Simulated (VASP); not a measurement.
## Ta2N under changes of volume

One of the cells (13.392 Å³/atom); the others are scaled copies at fixed shape and fractional positions:

```
Ta N
1.0
     3.07662    0.00000    0.00000
    -1.53831    2.66443    0.00000
     0.00000    0.00000    4.90119
Ta N
2 1
Direct
  0.33333 0.66667 0.25755
  0.66667 0.33333 0.74245
  0.00000 0.00000 0.00000
```

The cell comes from a database or a generator and needn't be the stable form of this composition.

```yaml
Program: VASP 6.6.1
Functional: r2SCAN
Potentials_or_basis: VASP PAW PBE potentials, release 64 (Ta_pv, N)
Cutoff: 520 eV
k_mesh: 8 × 8 × 6
Occupations: fermi-dirac, width 0.05 eV
Spin: no spin polarisation
```

```csv
volume (Å³/atom),energy over the lowest point (meV/atom),pressure (GPa),largest force (eV/Å)
12.857,22.00,13.4,0.232
13.125,5.42,6.4,0.115
13.392,0.00,0.1,0.009
13.660,?,?,?
13.928,18.26,-10.7,0.174
```

What does the run at 13.660 Å³/atom give?

Energy over the lowest point 4.62 meV/atom; pressure -5.6 GPa; largest force 0.087 eV/Å.

Worked out: A Birch-Murnaghan fit of order 2 (a polynomial in V^(-2/3)) to the other rows has its minimum at 13.40 Å³/atom with B0 = V·E''(V) = 300 GPa at fixed shape and positions, which overstates the stiffness. It gives 4.57 meV/atom at 13.660 Å³/atom, against the run's 4.62, and -dE/dV = -5.6 GPa, against -5.6.

Energies are extrapolated to zero smearing.

Caveats: the PAW data sets were made with another functional, which shifts forces and pressure a little.
